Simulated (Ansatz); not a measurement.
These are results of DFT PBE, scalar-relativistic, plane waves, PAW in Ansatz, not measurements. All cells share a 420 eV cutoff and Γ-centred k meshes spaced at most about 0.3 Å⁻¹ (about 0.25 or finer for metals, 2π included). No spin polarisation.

All energies are static (0 K, no zero-point motion).

Two relaxed structures of ZnSn₂N₂:

A. Space group Pm (No. 6), monoclinic, a = 5.323 Å, b = 6.730 Å, c = 5.770 Å, β = 115.3°. Zn on its first site is surrounded by 3 N at 2.11–2.19 Å and 1 Sn at 2.66 Å; Zn on its second site has 1 N at 1.93 Å and 1 Sn at 2.69 Å; Sn on a site of symmetry m has 3 N at 2.15 Å and 1 Zn at 2.66 Å; around Sn on a second site of symmetry m lie 3 N at 2.14–2.17 Å and 1 Zn at 2.69 Å; N on a site of symmetry m is surrounded by 1 Zn at 2.11 Å and 3 Sn at 2.15–2.19 Å; 3 more sites not described.

B. Space group P-4m2 (No. 115), tetragonal, a = 3.350 Å, c = 8.084 Å. Zn has 4 N at 2.04 Å; around Sn lie 2 N at 2.12 Å; N has 2 Zn at 2.04 Å and 2 Sn at 2.12 Å.

Question: Which form is favoured at zero pressure, and by what margin per atom?

Answer: B is lower, by 35 meV/atom. A has space group Pm (No. 6), 18.7 Å³/atom and a gap of 0.22 eV on its mesh; B has space group P-4m2 (No. 115), 18.1 Å³/atom and no gap. Counting N atoms around Sn and Zn (those within 1.25 times the shortest such distance or 1.15 times the sum of covalent radii, 1.27 where that leaves under three; a slash parts the counts of unlike sites), A has Zn 1/3, Sn 3 and B has Zn 4, Sn 2. Even the lower one lies +0.28 eV/atom against the reference forms of the elements (uncorrected), so neither is stable at this level. Origin: A, invented, then shaken at random and relaxed again; B, reached from a Materials Project cell. Shaken at random and relaxed again, B falls into a cell with space group C2 (No. 5), 30 meV/atom lower, so it is a saddle point or a shallow minimum. The lowest form computed isn't among them: it has space group R-3m (No. 166), 19.2 Å³/atom and lies 36 meV/atom below the best shown.

Kohn–Sham gaps at this level usually fall short of measured ones. The zero gap of P-4m2 may come from the functional, which often closes small gaps. Cells without such a test can be saddle points. Some structure types and database cells were kept out of the candidates from the start, so a known form may be missing.
